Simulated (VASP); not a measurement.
Set up this calculation in VASP 6.6.1, as the native input.

```yaml
Task: single point
Functional: PBE
Potentials_or_basis: VASP PAW PBE potentials, release 64 (Sn_d, Se)
Cutoff: 520 eV
k_mesh: 10 × 10 × 5
Occupations: gaussian, width 0.05 eV
Spin: no spin polarisation
Dipole_correction: no
Further_INCAR_settings: ALGO = Fast; EDIFF = 1e-07; NBANDS = 20
```

The structure of SnSe2 lies in POSCAR:

```
SnSe2
1.0
    3.8030894210      0.0000000000      0.0000000000
   -1.9015447105      3.2935720515      0.0000000000
    0.0000000000      0.0000000000      6.4203616801
Sn Se
1 2
Direct
    0.0000000000      0.0000000000      0.0000000000
    0.6666666700      0.3333333300      0.7570988600
    0.3333333300      0.6666666700      0.2429011400
```

The cell is a database's computed one.

These files were run (other wordings do the same):

INCAR

```
ALGO = Fast
EDIFF = 1E-7
ENCUT = 520
GGA = PE
ISIF = 2
ISMEAR = 0
LASPH = T
LCHARG = F
LREAL = F
LWAVE = F
NBANDS = 20
NELM = 100
PREC = Accurate
SIGMA = 0.05
```

KPOINTS

```
k-points
0
Gamma
  10 10 5
```

Potentials or basis: VASP PAW PBE potentials, release 64 (Sn_d, Se).

Launch:

```bash
$ cat potpaw_PBE.64/Sn_d/POTCAR potpaw_PBE.64/Se/POTCAR > POTCAR
$ mpirun -np 1 vasp_std > vasp.out
```

Results of the run:

```yaml
Pressure: 4.1 GPa
Largest_force: 0.548 eV/Å
Band_gap_on_the_k_mesh: 0.77 eV, indirect (least direct gap 1.26 eV)
```

Caveat: spin-orbit coupling is left out, which moves the levels of the heavy elements; an odd mesh through Γ misses points on the zone boundary, where band edges often lie; this functional lacks dispersion, which binds the layers, so the pressure and a relaxed spacing across them are unreliable.

Run time: 77 s on 1 thread of Intel(R) Xeon(R) Platinum 8488C (Sapphire Rapids), with other jobs on the host, peak memory 0.24 GiB.
